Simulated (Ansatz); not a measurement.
A relaxation computed with Ansatz, from input to last step.

```yaml
crystal:
  lattice:
    - [4.5913897907, 0.0, 0.0]
    - [0.0, 5.5782175057, 0.0]
    - [0.0, 0.0, 3.4956354012]
  atoms:
    - { symbol: Fe, position: [0.0, 0.0, 0.0] }
    - { symbol: Fe, position: [0.5, 0.5, 0.5] }
    - { symbol: S, position: [0.2080245672, 0.3750092903, 0.0] }
    - { symbol: S, position: [0.2919754328, 0.8750092903, 0.5] }
    - { symbol: S, position: [0.7919754328, 0.6249907097, 0.0] }
    - { symbol: S, position: [0.7080245672, 0.1249907097, 0.5] }
basis:
  ecutwfc: 420
kpoints:
  mp_grid: { grid: [6, 6, 8] }
hamiltonian:
  xc: pbe
scf:
  occupations: { method: gaussian, width: 0.02 }
output:
  forces: true
  stress: true
  eigenvalues: true
relax:
  adjacent_minimum: "off"
  f_tol: 0.01
  max_steps: 30
  cell: { stress_tol: 0.1, fix: [volume] }
```

```bash
ansatz run input.yaml --threads 2 --pin off --max-ram 5120MiB --backend cpu --events-out ev --progress --plain --runs-dir out
```

Level of theory: Ansatz 0.2.0, DFT PBE, scalar-relativistic, plane waves, PAW.

The volume is held at 1.1 times that of the relaxed cell.

Of 5 frames 4 are shown, positions in Å and forces in eV/Å; the SCF threshold varies from step to step. Steps run on the plane waves of an earlier cell, with a Pulay correction in the pressure. The basis is chosen afresh for the last frame, the zero of the energies, and at times for earlier ones too; energy and pressure step there, also at an unchanged geometry. Spin polarisation was left out; whether the Fe atoms would carry moments isn't shown by this run.

```xyz
6
Lattice="4.5914 0.0000 0.0000 0.0000 5.5782 0.0000 0.0000 0.0000 3.4956" Properties=species:S:1:pos:R:3:forces:R:3 pbc="T T T" step=1 free_energy_over_end_meV_per_atom=0.16 pressure_GPa=-11.48
Fe    0.0000    0.0000    0.0000    0.0000    0.0000    0.0000
Fe    2.2957    2.7891    1.7478    0.0000    0.0000    0.0000
S     0.9551    2.0919    0.0000    0.0602    0.0026    0.0000
S     1.3406    4.8810    1.7478   -0.0602    0.0026    0.0000
S     3.6363    3.4863    0.0000   -0.0602   -0.0026    0.0000
S     3.2508    0.6972    1.7478    0.0602   -0.0026    0.0000
6
Lattice="4.5995 0.0000 0.0000 0.0000 5.5654 0.0000 0.0000 0.0000 3.4975" Properties=species:S:1:pos:R:3:forces:R:3 pbc="T T T" step=2 free_energy_over_end_meV_per_atom=0.13 pressure_GPa=-11.42
Fe    0.0000    0.0000    0.0000    0.0000    0.0000    0.0000
Fe    2.2997    2.7827    1.7488    0.0000    0.0000    0.0000
S     0.9602    2.0894    0.0000    0.0267   -0.0319    0.0000
S     1.3396    4.8721    1.7488   -0.0267   -0.0319    0.0000
S     3.6393    3.4759    0.0000   -0.0267    0.0319    0.0000
S     3.2599    0.6933    1.7488    0.0267    0.0319    0.0000
6
Lattice="4.5974 0.0000 0.0000 0.0000 5.5732 0.0000 0.0000 0.0000 3.4942" Properties=species:S:1:pos:R:3:forces:R:3 pbc="T T T" step=3 free_energy_over_end_meV_per_atom=0.03 pressure_GPa=-11.42
Fe    0.0000    0.0000    0.0000    0.0000    0.0000    0.0000
Fe    2.2987    2.7866    1.7471    0.0000    0.0000    0.0000
S     0.9607    2.0905    0.0000    0.0207   -0.0147    0.0000
S     1.3380    4.8771    1.7471   -0.0207   -0.0147    0.0000
S     3.6367    3.4828    0.0000   -0.0207    0.0147    0.0000
S     3.2594    0.6961    1.7471    0.0207    0.0147    0.0000
6
Lattice="4.5978 0.0000 0.0000 0.0000 5.5755 0.0000 0.0000 0.0000 3.4925" Properties=species:S:1:pos:R:3:forces:R:3 pbc="T T T" step=5 free_energy_over_end_meV_per_atom=0.00 pressure_GPa=-11.39
Fe    0.0000    0.0000    0.0000    0.0000    0.0000    0.0000
Fe    2.2989    2.7878    1.7462    0.0000    0.0000    0.0000
S     0.9629    2.0898    0.0000    0.0049   -0.0048    0.0000
S     1.3360    4.8776    1.7462   -0.0049   -0.0048    0.0000
S     3.6348    3.4857    0.0000   -0.0049    0.0048    0.0000
S     3.2618    0.6980    1.7462    0.0049    0.0048    0.0000
```

The run took 30 s on 2 threads of Arm Neoverse V2, with other jobs on the host, peak memory 0.49 GiB.